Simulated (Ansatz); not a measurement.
# Elastic constants of Cu at 8 GPa (stress–strain coefficients): input and output

All numbers below come from Ansatz 0.2.0, DFT PBEsol, scalar-relativistic, plane waves, PAW.

Launched with:
```bash
ansatz run input.yaml --threads 1 --pin off --max-ram 3072MiB --backend cpu --events-out ev --progress --plain --runs-dir out
```

Input (bare energies are in eV):
```yaml
crystal:
  lattice:
    - [0.0, 1.7568308531, 1.7568308531]
    - [1.7568308531, 0.0, 1.7568308531]
    - [1.7568308531, 1.7568308531, 0.0]
  atoms:
    - { symbol: Cu, position: [0.0, 0.0, 0.0] }
basis:
  ecutwfc: 420
kpoints:
  mp_grid: { grid: [20, 20, 20] }
hamiltonian:
  xc: pbesol
scf:
  occupations: { method: fermi_dirac, width: 0.15 }
output:
  forces: true
  stress: true
  eigenvalues: true
elastic:
  mode: relaxed_ion
  amplitude: 0.005
```

From the output:
```
--- Elastic constants: 2 strain directions × 4 members + reference (group order 48) ---
  dense FFT box of the reference and of every strained cell: 18×18×18
  strains applied: 11, 23; error gains: componentwise 1.00 (the most a stress slope's error grows in a printed constant), spectral 1.73 (1 for all six strains in a standard setting)
  C = ∂σ_k/∂η_j (tension-positive GPa; Voigt order 11 22 33 23 13 12):
       253.483    183.143    183.143      0.000      0.000      0.000
       183.143    253.483    183.143      0.000      0.000     -0.000
       183.143    183.143    253.483      0.000      0.000      0.000
         0.000     -0.000     -0.000    113.220     -0.000     -0.000
         0.000      0.000     -0.000      0.000    113.220      0.000
        -0.000      0.000      0.000     -0.000     -0.000    113.220
  reference stress σ⁰ (GPa):     -8.000     -8.000     -8.000      0.000      0.000     -0.000
  C* (energy form; C + prestress term) asymmetry max|C*_kj − C*_jk| = 2.842e-14 GPa — a small one proves nothing (zero by symmetry where the batch's group is 432, −43m or m−3m); a large one is finite-difference/SCF noise where every solve ...
  moduli (Voigt/Reuss/Hill, GPa): K = 206.59/206.59/206.59   G = 82.00/59.98/70.99   E = 191.08   ν = 0.346
  mechanically stable: yes (min eigenvalue of sym C = 70.34 GPa)
  strain η (Voigt 11):  stress-route row diagonal C_11 = 253.48 GPa, energy-path curvature d²(F+E_count+ΔE)/dδ²/Ω₀ = 253.59 GPa
    cells at ±δ against ±2δ: C31 183.18 and 183.28 GPa, apart by 0.04 % of the column's largest entry
         δ    σ_11 (GPa) F (eV) n_scf n_hpsi n_pw
    -1.000e-2     -10.5950       -6588.7667568       7  163553    222   relax 0 steps, max|allowed force component| 0.00e0 eV/Å
    -5.000e-3      -9.2828       -6588.7701181       5  162133    222   relax 0 steps, max|allowed force component| 0.00e0 eV/Å
     5.000e-3      -6.7476       -6588.7755361       5  162875    222   relax 0 steps, max|allowed force component| 0.00e0 eV/Å
     1.000e-2      -5.5230       -6588.7776117       6  135648    222   relax 0 steps, max|allowed force component| 0.00e0 eV/Å
  strain η (Voigt 23):  stress-route row diagonal C_44 = 113.22 GPa, energy-path curvature d²(F+E_count+ΔE)/dδ²/Ω₀ = 117.25 GPa
    cells at ±δ against ±2δ: C44 113.25 and 113.33 GPa, apart by 0.07 % of the column's largest entry
         δ    σ_23 (GPa) F (eV) n_scf n_hpsi n_pw
    -1.000e-2      -1.1333       -6588.7726451       7  290331    222   relax 0 steps, max|allowed force component| 0.00e0 eV/Å
    -5.000e-3      -0.5662       -6588.7729419       4  248067    222   relax 0 steps, max|allowed force component| 0.00e0 eV/Å
     5.000e-3       0.5662       -6588.7729419       4  241820    222   relax 0 steps, max|allowed force component| 0.00e0 eV/Å
     1.000e-2       1.1333       -6588.7726451       6  252515    222   relax 0 steps, max|allowed force component| 0.00e0 eV/Å
```

The run took 33 s on 1 thread of Intel(R) Xeon(R) 6975P-C (Granite Rapids), on a shared host, peak memory 0.55 GiB.

In a metal, frequencies and elastic constants depend on the k mesh and the smearing, soft modes and shear constants most.